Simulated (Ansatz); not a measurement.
## TaN: strain and displacement

```xyz
2
Lattice="0.0000 2.1790 2.1790 2.1790 0.0000 2.1790 2.1790 2.1790 0.0000" Properties=species:S:1:pos:R:3 pbc="T T T"
Ta    2.1790    2.1790    2.1790
N     0.0000    0.0000    0.0000
```

Atoms are numbered in the order listed.

Conventional cell: a = 4.358 Å, b = 4.358 Å, c = 4.358 Å, α = 90.00°, β = 90.00°, γ = 90.00°. Ta (atom 1) has 6 N at 2.18 Å as nearest neighbours. N (atom 2) has 6 Ta at 2.18 Å as nearest neighbours.

The geometry is COD entry 2310957, unchecked; take it as a test cell.

Spin–orbit coupling is left out, though it moves levels of the heavy atoms by tenths of an eV or more.

All numbers below come from DFT, PBE, all-electron PAW with datasets made for the crystal, scalar-relativistic (Ansatz 0.2.0).

The runs use a Γ-centred 9×9×9 k mesh, Fermi–Dirac smearing of 0.02 eV, cutoff 480 eV (chosen by the program for this cell), no spin polarisation.

The unchanged cell is at 14.51 GPa.

In a metal, stresses and small energies carry noise from the k mesh.

x, y and z are the Cartesian axes of the cell as listed; fractional coordinates follow a strain, and an engineering shear is twice the off-diagonal strain component.

With equal xy, yz and zx engineering shear strains of -3 %: energy change +6 meV/atom; stress change (xx, yy, zz, yz, xz, xy) 0.37, 0.37, 0.37, 2.13, 2.13, 2.13 GPa, compression positive.

(1) With this change (equal xy, yz and zx engineering shear strains of -1 %), what becomes of the energy and stress?

(2) With this change (equal xy, yz and zx engineering shear strains of +2 %), what becomes of the energy and stress?

With equal xy, yz and zx engineering shear strains of -2 %: energy change +2 meV/atom; stress change (xx, yy, zz, yz, xz, xy) 0.17, 0.17, 0.17, 0.81, 0.81, 0.81 GPa, compression positive.

With equal xy, yz and zx engineering shear strains of +1 %: energy change under 1 meV/atom; stress change (xx, yy, zz, yz, xz, xy) 0.06, 0.06, 0.06, -0.83, -0.83, -0.83 GPa, compression positive.

With equal xy, yz and zx engineering shear strains of +3 %: energy change +7 meV/atom; stress change (xx, yy, zz, yz, xz, xy) 0.43, 0.43, 0.43, -2.26, -2.26, -2.26 GPa, compression positive.

Answers

(1) Energy change under 1 meV/atom; stress change (xx, yy, zz, yz, xz, xy) 0.05, 0.05, 0.05, 0.61, 0.61, 0.61 GPa, compression positive.

(2) Energy change +3 meV/atom; stress change (xx, yy, zz, yz, xz, xy) 0.21, 0.21, 0.21, -1.14, -1.14, -1.14 GPa, compression positive.
